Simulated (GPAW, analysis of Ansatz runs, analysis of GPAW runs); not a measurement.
# Reproducing a measured charge-transition level: substitutional N in diamond (GPAW), part 2 of 4

Aim: the charge-transition level of substitutional N in diamond, to be set beside the measurement. Set-up: PBEsol, plane waves 500 eV, 64-site cell, PBEsol lattice, k: the zone centre alone then 2x2x2 shifted, started with the impurity moved along one bond, dielectric constants 5.7 and 5.7 (handbook). The model is a cell of 64 host atoms with 1 C taken out and 1 N put in. The level is the Fermi energy at which two charge states have equal formation energy, after a correction for the images of the charge. A local or semilocal functional is the cheapest first rung.

GPAW 26.7.0; PBEsol, plane waves 500 eV, 64-site cell, PBEsol lattice, k: the zone centre alone then 2x2x2 shifted, started with the impurity moved along one bond, dielectric constants 5.7 and 5.7 (handbook).

So far: The structure; Relaxation, charge +1.

### 2. Relaxation, charge +1 (continued)

Level of this step: GPAW plane-wave PAW DFT, PBEsol; relaxation of all atoms of a defect supercell (GPAW).

Relaxation path:

```
step  energy less that of the first step (eV)
   0                                   0.0000
   1                                  -1.6604
   2                                  -2.0303
   3                                  -2.1070
   4                                  -2.1283
   5                                  -2.1351
   6                                  -2.1378
   7                                  -2.1388
   8                                  -2.1390
```

The atoms that moved most (Å):

```
atom      dx      dy      dz  length
  N8  -0.158  -0.182  -0.164   0.292
 C49   0.025   0.020   0.004   0.032
 C42   0.001  -0.014   0.025   0.028
 C61   0.001   0.024   0.007   0.025
  C1   0.019   0.016   0.005   0.025
 C43   0.000   0.025   0.001   0.025
 C24   0.015   0.020   0.005   0.025
 C57   0.001   0.002   0.025   0.025
```

Neighbours of N8 at the end:

```
atom  distance (Å)
 C49         1.551
 C27         1.551
 C42         1.551
  C4         1.551
 C46         2.511
 C53         2.511
 C31         2.511
  C5         2.511
  C6         2.511
 C14         2.511
 C38         2.511
 C23         2.511
 C21         2.511
  C7         2.511
 C37         2.511
 C15         2.511
```

From the first step to the last the energy fell by 2.139 eV, and the largest move was 0.29 Å (N8). Judged within 0.08 Å, the space group went from R3m to P-43m.

### 3. Single point, charge +1

The relaxed structure is kept, and the final numbers are taken at the final level and k-points.

This step: GPAW plane-wave PAW DFT, PBEsol; single point of a defect supercell.

run.py reads:

```python
import numpy as np
from ase.io import read, write
from ase.parallel import parprint, world
from gpaw import GPAW, PW
from gpaw import setup_paths

setup_paths.insert(0, '.')
atoms = read('POSCAR')
calc = GPAW(mode=PW(500),
            xc='PBEsol',
            kpts={'size': (2, 2, 2), 'gamma': False},
            charge=1,
            occupations={'name': 'fermi-dirac', 'width': 0.01},
            nbands=136,
            convergence={'density': 1e-05, 'bands': 133},
            maxiter=150,
            symmetry={'point_group': False},
            txt='gpaw.txt')
atoms.calc = calc
energy = atoms.get_potential_energy()
forces = atoms.get_forces()
parprint(f'Energy: {energy:.6f} eV, largest force {np.linalg.norm(forces, axis=1).max():.4f} eV/A')
calc.write('gs.gpw')
write('final.xyz', atoms)
for s in range(calc.get_number_of_spins()):
    parprint('Levels (eV), spin', s, calc.get_eigenvalues(kpt=0, spin=s)[-16:].round(3))
field = calc.get_electrostatic_potential()
if world.rank == 0:
    np.save('potential.npy', field)
field = calc.get_pseudo_density()
if world.rank == 0:
    np.save('density.npy', field)
```

POSCAR reads:

```
C  N  C 
 1.0000000000000000
     7.1084376133738179   -0.0000000000000009    0.0000000000000000
     0.0000000000000018    7.1084376133738214    0.0000000000000000
    -0.0000000000000018   -0.0000000000000027    7.1084376133738205
 C   N   C  
   7   1  56
Direct
  0.0003899169059015  0.0007560536213878  0.2499750081026074
  0.0003989639009652  0.2501785338390193  0.0005556129510892
[... 1 atom line left out ...]
  0.2492716270965489  0.2496483695181130  0.2494207006423314
  0.1254818215358365  0.1258553283659456  0.3763819386930168
  0.1254960778331427  0.3765995997437503  0.1256230382214989
  0.3762152986991918  0.1258153730318134  0.1256389657721307
  0.3752543786811066  0.3756162036192844  0.3754081002243531
[... 5 atom lines left out ...]
  0.1254915606661159  0.3745936498043188  0.6252014622226786
  0.3742035584578348  0.1258188308943337  0.6252110100310285
[... 11 atom lines left out ...]
  0.2492994925728706  0.5015732083365340  0.5013519206098130
[... 9 atom lines left out ...]
  0.6250348025339493  0.1258074191039499  0.3743718120270506
  0.6250437271392493  0.3745378541398462  0.1256376532474231
[... 3 atom lines left out ...]
  0.5011848360738577  0.2496240688195074  0.5013547158794743
[... 6 atom lines left out ...]
  0.5012095700603624  0.5015419468959633  0.2494457314591828
[... 14 atom lines left out ...]
  0.8751817443393579  0.8755094816181682  0.8752988938517108
```

Started as:

```console
$ gpaw-setup -f PBEsol C N
$ OMP_NUM_THREADS=1 mpirun -n 4 gpaw python run.py > stdout
```

Output:

```text
__  _  _
 | _ |_)|_||  |
 |__||  | ||/\| - 26.7.0

Input parameters:
  mode=PW(ecut=500.0),
  charge=1,
  convergence={'density': 1e-05, 'bands': 133},
  kpts=MonkhorstPack(size=(2, 2, 2), gamma=False),
  maxiter=150,
  nbands=136,
  occupations=Occupations(name='fermi-dirac', width=0.01),
  symmetry=Symmetry(point_group=False),
  xc=XC(name='PBEsol')

Diagonalizing LCAO Hamiltonian
Converting LCAO to pw mode

                 C        C
            C  C     C C
         C   C C  C   C C
          C C   C C  C   C
       C  CC    CC CC     C
            CCC      CCC
        C    C N C    CCC
         CCC      C C
          C C   C  C C   C
       C   C  C C  C  C
        C     C  C     C
           C        C

Atoms  # Å, Bohr magnetons
|    | symbol |         x |        y |        z |    initial magnetic moments |
|----|--------|-----------|----------|----------|-----------------------------|
|  0 |      C |  0.002772 | 0.005374 | 1.776932 | ( 0.0000,  0.0000,  0.0000) |
|  1 |      C |  0.002836 | 1.778379 | 0.003950 | ( 0.0000,  0.0000,  0.0000) |
|  2 |      C |  1.775700 | 0.005197 | 0.003976 | ( 0.0000,  0.0000,  0.0000) |
|  3 |      C |  1.771932 | 1.774610 | 1.772991 | ( 0.0000,  0.0000,  0.0000) |
|  4 |      C |  0.891980 | 0.894635 | 2.675488 | ( 0.0000,  0.0000,  0.0000) |
|  5 |      C |  0.892081 | 2.677035 | 0.892984 | ( 0.0000,  0.0000,  0.0000) |
|  6 |      C |  2.674303 | 0.894351 | 0.893097 | ( 0.0000,  0.0000,  0.0000) |
|  7 |      N |  2.667472 | 2.670044 | 2.668565 | ( 0.0000,  0.0000,  0.0000) |
|  8 |      C |  0.000920 | 0.003394 | 5.334654 | ( 0.0000,  0.0000,  0.0000) |
|  9 |      C | -0.000152 | 1.781443 | 3.557189 | ( 0.0000,  0.0000,  0.0000) |
| 10 |      C |  1.778664 | 0.002370 | 3.557202 | ( 0.0000,  0.0000,  0.0000) |
[...]
| 59 |      C |  5.333497 | 5.335834 | 5.334255 | ( 0.0000,  0.0000,  0.0000) |
| 60 |      C |  4.445311 | 4.447535 | 6.223032 | ( 0.0000,  0.0000,  0.0000) |
| 61 |      C |  4.445242 | 6.224596 | 4.446217 | ( 0.0000,  0.0000,  0.0000) |
| 62 |      C |  6.222127 | 4.447664 | 4.446129 | ( 0.0000,  0.0000,  0.0000) |
| 63 |      C |  6.221175 | 6.223505 | 6.222008 | ( 0.0000,  0.0000,  0.0000) |

Unit cell  # Å
| periodic |         x |         y |        z |  lengths |    angles |
|----------|-----------|-----------|----------|----------|-----------|
|      yes |  7.108438 | -0.000000 | 0.000000 | 7.108438 | 90.000000 |
|      yes |  0.000000 |  7.108438 | 0.000000 | 7.108438 | 90.000000 |
|      yes | -0.000000 | -0.000000 | 7.108438 | 7.108438 | 90.000000 |

Number of symmetries: 1
Symmetry operations  # r_c * U_cc + t_c -> r_c
|   | kind |            matrix            |
|---|------|------------------------------|
| 0 |  E   |  1, 0, 0,  0, 1, 0,  0, 0, 1 |

BZ-sampling:
  Number of BZ points: 8
  Number of IBZ points: 4

  Monkhorst-Pack size: [2, 2, 2]
  Monkhorst-Pack shift: [0, 0, 0]

K-points  # in reciprocal-cell coordinates
|   |                                coordinates |     weight |
|---|--------------------------------------------|------------|
| 0 | (  0.25000000,  -0.25000000,  -0.25000000) | 0.25000000 |
| 1 | (  0.25000000,  -0.25000000,   0.25000000) | 0.25000000 |
| 2 | (  0.25000000,   0.25000000,  -0.25000000) | 0.25000000 |
| 3 | (  0.25000000,   0.25000000,   0.25000000) | 0.25000000 |

Plane wave coefficients: 9111
Cutoff: 500.0 eV

Spin-components: 1 (collinear spins)
Bands:           136
Projectors:      320
Spin-degeneracy: 2
Datatype:        complex128

Density:
  Valence electrons: 257.0
  Components: 1
  Grid points: [40 40 40]
  Charge: 1.0  # |e|

Potential:
  Grid points: [40 40 40]

species:
  C:
    name:    Carbon
    Z:       6.0
    valence: 4
    core:    2
    charge:  0.0  # [|e|]
    compensation charges:
      type: gauss
      rc: 0.20  # [Å]
      lmax: 2
    cutoffs:
      filter: 1.14  # [Å]
      core: 1.14  # [Å]
    projectors
    | kind |    occ | energy [eV] | rcut [Å] |
    |------|--------|-------------|----------|
    |   2s |  2.000 |     -13.648 |    0.635 |
    |   2p |  2.000 |      -5.232 |    0.635 |
    |    s |        |      13.563 |    0.635 |
    |    p |        |      21.979 |    0.635 |
    |    d |        |       0.000 |    0.635 |

    Using partial waves for C as LCAO basis

  N:
    name:    Nitrogen
    Z:       7.0
    valence: 5
    core:    2
    charge:  0.0  # [|e|]
    compensation charges:
      type: gauss
      rc: 0.18  # [Å]
      lmax: 2
    cutoffs:
      filter: 1.11  # [Å]
      core: 0.96  # [Å]
    projectors
    | kind |    occ | energy [eV] | rcut [Å] |
    |------|--------|-------------|----------|
    |   2s |  2.000 |     -18.455 |    0.603 |
    |   2p |  3.000 |      -7.035 |    0.529 |
    |    s |        |       8.756 |    0.603 |
    |    p |        |      20.177 |    0.529 |
    |    d |        |       0.000 |    0.577 |

    Using partial waves for N as LCAO basis

Reference energy: -65922.573901  # eV

eigensolver:
  PPCG
  Converge bands: 133
  niter=2

density mixing:
  MSR1-Mixer
  Pratt-step length: 0.05
  Maximum mixing coefficient: 0.75
  Old densities: 10
  SVD Regularization: 0.005
  Good broyden scale: 1.0
  Trust region scale: 1.0
  Backstep threshold: 4.0
  History deletion threshold: 6.0
  Fourier metric: weight=20.0, sigma=0.015

occupation numbers:
  Fermi-Dirac:
    width: 0.0100  # eV

poisson solver:
  ecut: 4000.0  # eV
  uniform background charge: 1.0  # electrons

xc functional:
  name: PBEsol with 2 nearest neighbor stencil

Initialization done in: 13.843 s

convergence criteria:
- Maximum integral of absolute [dens]ity change: 1e-05 electrons / valence electron
- Maximum [total energy] change in last 3 cyles: 0.0005 eV / valence electron
- Maximum integral of absolute [eigenst]ate change: 4e-08 eV^2 / valence electron
maximum number of iterations: 150

SCF iterations
|iter     | |      energy | eigst |  dens |
|---------|-|-------------|-------|-------|
|iter:   1| | -644.829155 | +0.18 |       |
|iter:   2| | -642.188365 | -1.73 | -0.80 |
|iter:   3| | -625.934163 | -0.96 | -0.82 |
|iter:   4| | -625.680176 | -1.63 | -1.51 |
|iter:   5| | -625.674501 | -1.96 | -2.30 |
|iter:   6| | -625.671648c| -2.14 | -2.57 |
|iter:   7| | -625.671659c| -2.23 | -3.04 |
|iter:   8| | -625.671661c| -2.11 | -3.67 |
|iter:   9| | -625.671659c| -1.80 | -4.16 |
|iter:  10| | -625.671660c| -1.96 | -4.49 |
|iter:  11| | -625.671660c| -1.90 | -5.05c|
|iter:  12| | -625.671660c| -2.03 | -5.82c|
|iter:  13| | -625.671660c| -2.26 | -6.29c|
|iter:  14| | -625.671660c| -2.47 | -6.83c|
|iter:  15| | -625.671660c| -2.67 | -7.14c|
|iter:  16| | -625.671660c| -2.85 | -7.51c|
|iter:  17| | -625.671660c| -3.12 | -8.09c|
|iter:  18| | -625.671660c| -3.26 | -8.67c|
|iter:  19| | -625.671660c| -3.45 | -9.16c|
|iter:  20| | -625.671660c| -3.59 | -9.60c|
|iter:  21| | -625.671660c| -3.84 |-10.13c|
|iter:  22| | -625.671660c| -3.86 |-10.41c|
|iter:  23| | -625.671660c| -4.11 |-10.85c|
|iter:  24| | -625.671660c| -4.16 |-11.23c|
|iter:  25| | -625.671660c| -4.41 |-11.79c|
|iter:  26| | -625.671660c| -4.38 |-12.29c|
|iter:  27| | -625.671660c| -4.61 |-12.62c|
|iter:  28| | -625.671660c| -4.61 |-13.16c|
|iter:  29| | -625.671660c| -4.83 |-13.57c|
|iter:  30| | -625.671660c| -4.87 |-13.90c|
[...]
|iter:  42| | -625.671660c| -6.69 |-15.53c|
|iter:  43| | -625.671660c| -6.91 |-15.58c|
|iter:  44| | -625.671660c| -7.03 |-15.56c|
|iter:  45| | -625.671660c| -7.28 |-15.51c|
|iter:  46| | -625.671660c| -7.35 |-15.41c|
|iter:  47| | -625.671660c| -7.51c|-15.40c|

Converged in 47 steps
SCF loop duration: 271.015 s (5.766 s/step)
Energy contributions relative to reference atoms: (reference = -65922.573901)

Energy contributions:
  Kinetic:         519.636794
  Coulomb:        -508.442597
  Zero:              0.649181
  External:          0.000000
  Xc:             -637.515038
  Entropy:          -0.000000
  Spinorbit:         0.000000
  ----------------------------
  Free energy:    -625.671660
  Extrapolated:   -625.671660

dipole moment: (-52.448187, -108.089705, -108.440160)  # |e|*Ang

Fermi level: 13.965
Eigenvalues  # (at kpt = [0.250, -0.250, -0.250])
| band index |      eig [eV] | occ [0-2] |
|------------|---------------|-----------|
|          0 |        -9.868 |     2.000 |
|        ... |               |           |
|        120 |        10.067 |     2.000 |
|        121 |        10.172 |     2.000 |
|        122 |        10.172 |     2.000 |
|        123 |        10.332 |     2.000 |
|        124 |        10.332 |     2.000 |
|        125 |        10.401 |     2.000 |
|        126 |        11.517 |     2.000 |
|        127 |        11.517 |     2.000 |
|        128 |        16.238 |     0.000 |
|        129 |        16.996 |     0.000 |
|        130 |        16.997 |     0.000 |
|        131 |        17.118 |     0.000 |
|        132 |        17.233 |     0.000 |
|        133 |        17.233 |     0.000 |
|        134 |        17.941 |     0.000 |
|        135 |        17.950 |     0.000 |

Gap: 4.720 eV
Transition (v -> c):
  (s=0, k=1, n=127, [0.25, -0.25, 0.25]) -> (s=0, k=2, n=128, [0.25, 0.25, -0.25])
Direct/indirect transitions are different
Direct gap: 4.720 eV
Transition at: (s=0, k=2, n=127, [0.25, 0.25, -0.25])

Forces  # eV/Ang
|        x |        y |        z |
|----------|----------|----------|
| -0.01328 | -0.01467 |  0.00122 |  # C    0
| -0.01392 |  0.00247 | -0.01627 |  # C    1
|  0.00632 | -0.01180 | -0.01449 |  # C    2
| -0.02518 | -0.03128 | -0.02560 |  # C    3
| -0.01158 | -0.01180 | -0.01986 |  # C    4
| -0.01151 | -0.02016 | -0.00746 |  # C    5
| -0.01605 | -0.00731 | -0.01130 |  # C    6
| -0.00190 | -0.00369 | -0.00243 |  # N    7
| -0.00218 | -0.00002 |  0.00633 |  # C    8
| -0.00770 | -0.00128 | -0.00047 |  # C    9
[...]
|  0.00796 |  0.00926 |  0.01466 |  # C   59
|  0.00204 |  0.00357 | -0.00390 |  # C   60
|  0.00103 | -0.00542 |  0.00283 |  # C   61
| -0.00512 |  0.00122 |  0.00499 |  # C   62
|  0.00915 |  0.01122 |  0.01394 |  # C   63

# Writing to gs.gpw (mode='')
```

Run time: 4.9 min. Hardware: 4 MPI ranks of AMD EPYC 7B13 (Zen 3), shared host; peak memory 2.1 GiB.

[end of part 2 of 4]

[Logs are printed without paths, hosts, clocks, repeated set-up lines and the standing remarks that a program may print on its own settings, such as how far it seeks lower states.]

[Hosts, paths, dates, database ids (printed as entryN), source tags and the programs' standing remarks are cut or masked in the printed files.]

[For some hosts the program warned that the k-mesh of the response run may be too coarse for force constants and the static dielectric constant; such warnings are not shown here.]
